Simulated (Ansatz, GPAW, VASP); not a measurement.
## Hf: programs and potentials compared

```
CELL_PARAMETERS angstrom
3.19670 0.00000 0.00000
-1.59835 2.76842 0.00000
0.00000 0.00000 5.05780
ATOMIC_POSITIONS crystal
Hf 0.66667 0.33333 0.75000
Hf 0.33333 0.66667 0.25000
```

Alike in all runs: task band structure; functional RPBE; k mesh 10 × 10 × 5; occupations fermi-dirac, width 0.05 eV; no spin polarisation; no spin-orbit coupling. Pressure is positive in compression and, in plane waves, holds the error of the finite cutoff, which Ansatz's Pulay term estimates and takes out.

```json
{"program and potentials": "Ansatz, Ansatz PAW", "plane-wave cutoff (eV)": "420", "notes": "potentials made for PBE, which Ansatz adapts in part; 26 valence electrons an atom on average; Pulay term of +0.05 GPa included", "pressure (GPa)": "3.46"}
{"program and potentials": "Ansatz, all-electron LAPW, scalar-relativistic", "plane-wave cutoff (eV)": "-", "notes": "-", "pressure (GPa)": "3.48"}
{"program and potentials": "VASP, PBE PAW files Hf_pv, 520 eV", "plane-wave cutoff (eV)": "520", "notes": "potentials made for PBE; 10 valence electrons an atom on average", "pressure (GPa)": "2.97"}
{"program and potentials": "GPAW, the program's PAW data sets (release 1.2.1) made for this functional", "plane-wave cutoff (eV)": "600", "notes": "12 valence electrons an atom on average", "pressure (GPa)": "3.83"}
```

The pressure spans 2.97 (VASP, PBE PAW files Hf_pv, 520 eV) to 3.83 GPa (GPAW, the program's PAW data sets (release 1.2.1) made for this functional), with all-electron results at 3.48. Some sets were made for another functional than the one run, which can shift their rows.

The functional is the same throughout but for its coding, so the spread measures potentials, basis and numerics; runs on potential files found faulty are left out.
